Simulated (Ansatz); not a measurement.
**In: one crystal by all-electron and frozen-core methods**

Does the method matter for In? The same cell, functional and mesh are run with full-potential LAPW, frozen-core PAW and all-electron PAW on datasets made for the crystal.

This is In in the simple cubic structure; at room conditions it is tetragonal.

Computed with Ansatz 0.2.0 (DFT PBE, scalar-relativistic, unless a step's input says otherwise).

1 further run of the same task is left out (set aside as unsound or not needed).

## (1) The starting structure

It takes space group Pm-3m (No. 221, cubic). The conventional cell has a = 3.087 Å, b = 3.087 Å, c = 3.087 Å, α = 90.00°, β = 90.00°, γ = 90.00°. Around In (site symmetry m-3m) lie 6 In at 3.09 Å.

As a file:

```cif
data_structure
_symmetry_space_group_name_H-M 'Pm-3m'
_symmetry_Int_Tables_number 221
_cell_length_a 3.0868
_cell_length_b 3.0868
_cell_length_c 3.0868
_cell_angle_alpha 90.000
_cell_angle_beta 90.000
_cell_angle_gamma 90.000
_cell_volume 29.41
loop_
_atom_site_label
_atom_site_type_symbol
_atom_site_symmetry_multiplicity
_atom_site_Wyckoff_symbol
_atom_site_fract_x
_atom_site_fract_y
_atom_site_fract_z
_atom_site_occupancy
In1 In 1 a 0.00000 0.00000 0.00000 1
```

The file gives the conventional cell by its symmetry; the runs use the cell typed in the input.

The cell was relaxed by PAW from a hypothetical start (sc type); it needn't be the stable phase of this composition.

## (2) Full-potential LAPW

File input.yaml:

```yaml
crystal:
  lattice:
    - [3.0868426646, 0.0, 0.0]
    - [0.0, 3.0868426646, 0.0]
    - [0.0, 0.0, 3.0868426646]
  atoms:
    - { symbol: In, position: [0.0, 0.0, 0.0] }
kpoints:
  mp_grid: { grid: [12, 12, 12] }
  band_path:
    path:
      - [0.0, 0.0, 0.0]
      - [0.0, 0.5, 0.0]
      - [0.5, 0.5, 0.0]
      - [0.0, 0.0, 0.0]
      - [0.5, 0.5, 0.5]
      - [0.0, 0.5, 0.0]
      - [0.5, 0.5, 0.5]
      - [0.5, 0.5, 0.0]
    npoints: 8
scf:
  occupations: { method: fermi_dirac, width: 0.03 }
hamiltonian:
  xc: pbe
  pseudopotentials: { kind: all_electron, lapw: { basis_error: 0.00025 } }
output:
  forces: true
  stress: true
  eigenvalues: true
  populations: true
  dos: { projected: true, de: 0.2, e_range: [-14, 8] }
```

The program printed, shortened:

```text
In: projections on atomic orbitals take those of the free atom 1s2 2s2 2p6 3s2 3p6 3d10 4s2 4p6 4d10 5s2 5p1, of charge +0.00 (hamiltonian.pseudopotentials.projection_atoms)
LAPW: plane waves up to 7.876 Å⁻¹, error target 2.5e-4 eV per atom; small_component_spin mean_spin; In in spheres of 1.543 Å, 21 of its electrons in bands, Dirac shells []
[...]
Pseudopotentials: kind: all_electron
Pseudopotential: In, LAPW, valence charge 21, Koelling and Harmon's equation, gaussian nucleus
Functional definition: PBE
[...]
Crystal: 1 atoms, lattice volume = 29.413 Å³
Basis set: ecut = 236.35761426810512 eV, 251 PW (Γ), exchange–correlation at level 2
Bands: 15, of which v1, the nominal top of the filled ones, is band 11 counted from 1 (10 counted from 0)
Symmetry: 48 space group operations
Space group: Pm-3m (ITA 221), of the structure as read, at distance tolerance 3.1e-5 Å
k-points: 84 of 1728
[...]
SCF iter   1: F=—  HF=-160045.900196 eV  |F-HF|=—  |Δ(HF+E_count)|=         —  Δρ=6.55e-3  dr2=8.39e-3  ethr=3.98e-5  ⟨swp⟩=3.4  Hψ=9097  notcnv=0
[...]
SCF iter   5: F=-160045.877570 eV  HF=-160045.877570 eV  |F-HF|=7.72e-8  |Δ(HF+E_count)|=   1.58e-5  Δρ=1.34e-5  dr2=6.86e-8  ethr=7.37e-8  ⟨swp⟩=2.5  Hψ=3582  notcnv=0
[...]
the search or the solves at the SCF's close seem to have found levels that the self-consistency loop had missed (the run counts 1). By its estimate they hold under 1e-12 electrons; where the run keeps them, the occupations were computed again with them
NSCF: frozen V_eff on 57 k-points
SCF converged after 5 iterations
Free energy (F): -160045.877570 eV
[...]
E sigma→0 (E₀):  -160045.876884 eV
Entropy (-TS):   -0.001371 eV (-1.371 meV/atom)
Fermi energy:    11.411619 eV
[...]
--- Forces (eV/Å), atoms counted from 1 ---
  atom   1  In    -0.00000000    -0.00000000     0.00000000
[...]
--- Stress (GPa, compression-positive) ---
        0.027048       0.000000       0.000000
        0.000000       0.027048       0.000000
        0.000000       0.000000       0.027048
  P = ⅓ Tr σ = 0.0270 GPa (0.270 kbar)
--- Band table (eV; the first three rows and the last of 84) ---
  k-point 0: bands = ["-103.9658", "-62.4377", "-62.4377", "-62.4377", "-3.4556", "-3.4556", "-2.8007", "-2.8007", "-2.8007", "2.6269", "18.5754", "18.5754", "18.5754", "21.7261", "21.7261"]
[...]
--- Löwdin populations: 1 site ---
  site symbol       q [e]
     0     In     48.9901
  spilling = 0.000203 (of n_electrons = 49.000000)
```

It took 9.6 s on 1 thread, shared host.

In short: pressure 0.03 GPa; no gap.

Levels at the path's labelled points, in eV from the Fermi level:

```
point  band 7  band 8  band 9  band 10  band 11  band 12  band 13
    Γ  -14.21  -14.21  -14.21    -8.78     7.16     7.16     7.16
    X  -14.39  -14.39  -14.20    -5.31    -3.19    10.09    10.09
    M  -14.37  -14.37  -14.02    -1.69    -0.52    -0.52     3.92
    Γ  -14.21  -14.21  -14.21    -8.78     7.16     7.16     7.16
    R  -14.62  -14.01  -14.01     2.10     2.10     2.10     2.53
    X  -14.39  -14.39  -14.20    -5.31    -3.19    10.09    10.09
    R  -14.62  -14.01  -14.01     2.10     2.10     2.10     2.53
    M  -14.37  -14.37  -14.02    -1.69    -0.52    -0.52     3.92
```

States per cell, counted by energy window (eV from the Fermi level, on a grid of 0.20 eV):

```
from  to  total  In 5p  In 5s
 -10  -9   0.00   0.00   0.00
  -9  -8   0.06   0.02   0.04
  -8  -7   0.20   0.08   0.11
  -7  -6   0.28   0.12   0.16
  -6  -5   0.39   0.15   0.24
  -5  -4   0.39   0.15   0.24
  -4  -3   0.30   0.12   0.17
  -3  -2   0.33   0.19   0.13
  -2  -1   0.39   0.30   0.09
  -1   0   0.56   0.49   0.07
   0   1   0.56   0.49   0.07
   1   2   0.52   0.43   0.08
   2   3   0.53   0.42   0.09
   3   4   0.46   0.35   0.08
   4   5   0.51   0.31   0.09
```

## (3) Frozen-core PAW

Changes to input.yaml since step 2:

```diff
@@ -24,3 +24,3 @@
   xc: pbe
-  pseudopotentials: { kind: all_electron, lapw: { basis_error: 0.00025 } }
+  pseudopotentials: { kind: paw }
 output:
@@ -29,3 +29,5 @@
   eigenvalues: true
+  efg: { contact_densities: true }
   populations: true
+  bader: true
   dos: { projected: true, de: 0.2, e_range: [-14, 8] }
```

The program printed, shortened:

```text
In: output.efg is read without spin–orbit coupling, which moves field gradients at and beside such atoms by some per cent and up to a factor of two; PAW files take it under magnetization.noncollinear and magnetization.spin_orbit
[...]
Pseudopotentials: kind: paw
Pseudopotential: In, paw, valence charge 13, recommended cutoff 420 eV (normal)
[... 1 set-up line as earlier in the session ...]
[...]
Crystal: 1 atoms, lattice volume = 29.413 Å³
Basis set: ecut = 420 eV, 587 PW (Γ), exchange–correlation on 48×48×48 points (8 copies of the dense FFT grid, shifted against one another)
Bands: 11, of which v1, the nominal top of the filled ones, is band 7 counted from 1 (6 counted from 0)
[... 2 set-up lines as earlier in the session ...]
k-points: 84 of 1728
[...]
  atom   1  In    -0.00000000     0.00000000     0.00000000
[...]
--- Stress (GPa, compression-positive) ---
        0.020462       0.000000      -0.000000
        0.000000       0.020462       0.000000
        0.000000       0.000000       0.020462
  P = ⅓ Tr σ = 0.0205 GPa (0.205 kbar)
--- PAW observables at the nuclei: V_zz in 10²¹ V/m², potentials from the cell's mean, atoms counted from 1 ---
  atom   1  In V_zz =    -0.000000   η = 0.0000   by run symmetry: forbidden
            electrostatic potential = -7938.306105 V   contact ρ = 1133071.160446 e/Å³
--- Band table (eV; the first three rows and the last of 84) ---
  k-point 0: bands = ["-6.3788", "-6.3788", "-5.7237", "-5.7237", "-5.7237", "-0.2951", "15.6540", "15.6540", "15.6540", "18.8035", "18.8035"]
[...]
--- Löwdin populations: 1 site ---
  site symbol       q [e]
     0     In     12.9873
  spilling = 0.000980 (of n_electrons = 13.000000)
--- Bader charges: 1 site ---
  site symbol  charge [e]  shift [e]
     0     In      0.0000     0.0000
  estimated error of the sums over rays = 6.0e-7 e
```

It took 5.5 s on 1 thread, shared host.

Result: pressure 0.02 GPa; no gap.

## (4) All-electron PAW on datasets made for the crystal

Changes to input.yaml since step 3:

```diff
@@ -24,3 +24,3 @@
   xc: pbe
-  pseudopotentials: { kind: paw }
+  pseudopotentials: { kind: all_electron, datasets: crystal }
 output:
@@ -30,4 +30 @@
   efg: { contact_densities: true }
-  populations: true
-  bader: true
-  dos: { projected: true, de: 0.2, e_range: [-14, 8] }
```

The program printed, shortened:

```text
[...]
In: output.efg is read without spin–orbit coupling, which moves field gradients at and beside such atoms by some per cent and up to a factor of two; PAW files take it under magnetization.noncollinear and magnetization.spin_orbit
[...]
[... 1 set-up line as earlier in the session ...]
Pseudopotential: In, paw, valence charge 13, recommended cutoff 240 eV (normal), Koelling and Harmon's equation, gaussian nucleus
[... 1 set-up line as earlier in the session ...]
[...]
Crystal: 1 atoms, lattice volume = 29.413 Å³
Basis set: ecut = 240 eV, 251 PW (Γ), exchange–correlation on 32×32×32 points (8 copies of the dense FFT grid, shifted against one another)
Bands: 11, of which v1, the nominal top of the filled ones, is band 7 counted from 1 (6 counted from 0)
[... 2 set-up lines as earlier in the session ...]
k-points: 84 of 1728
[...]
In the spheres:  the bands' charges fall short by 1.4e-6 e at most (sound up to 1e-3)
Fermi energy:    11.411689 eV
[...]
  The terms above E_closure are by the made datasets' own strengths, without shells solved beside the bands.
--- Forces (eV/Å), atoms counted from 1 ---
  atom   1  In    -0.00000000     0.00000000     0.00000000
[...]
--- Stress (GPa, compression-positive) ---
        0.026283       0.000000       0.000000
        0.000000       0.026283      -0.000000
        0.000000      -0.000000       0.026283
  P = ⅓ Tr σ = 0.0263 GPa (0.263 kbar)
--- PAW observables at the nuclei: V_zz in 10²¹ V/m², potentials from the cell's mean, atoms counted from 1 ---
  atom   1  In V_zz =    -0.000000   η = 0.0000   by run symmetry: forbidden
            electrostatic potential = -7938.276208 V   contact ρ = 1133012.267385 e/Å³
--- Band table (eV; the first three rows and the last of 84) ---
  k-point 0: bands = ["-3.4553", "-3.4553", "-2.8003", "-2.8003", "-2.8003", "2.6270", "18.5755", "18.5755", "18.5755"]
[...]
```

Wall time 8 s (1 thread, shared host).

Read from it: pressure 0.03 GPa; no gap.

```
atom  contact density (e/Å³)
  In                 1133012
```

## (5) Side by side

| method | pressure (GPa) | SCF cycles, all passes |
| --- | --- | --- |
| LAPW | 0.03 | 5 |
| PAW | 0.02 | 6 |
| crystal datasets | 0.03 | 7 |

## (6) What came out

```
  quantity                                           value
  pressure  LAPW 0.03, PAW 0.02, crystal datasets 0.03 GPa
gap (LAPW)                                            none
```

**Reading.** The pressure is within half a GPa of zero, so the volume is close to equilibrium at this level. The count of 21 electrons in bands leaves a band partly filled, so there is no gap. In 5p carries the largest share, 89 %, of the projected states within 0.3 eV of the Fermi level. The projection holds only the free atom's occupied shells (In 5s, In 5p in this range). PAW lies less than 0.01 GPa from LAPW in pressure. LAPW took about 1.7 times as long as PAW (9.6 s against 5.5 s, on a shared host and with the outputs that each input asks for).
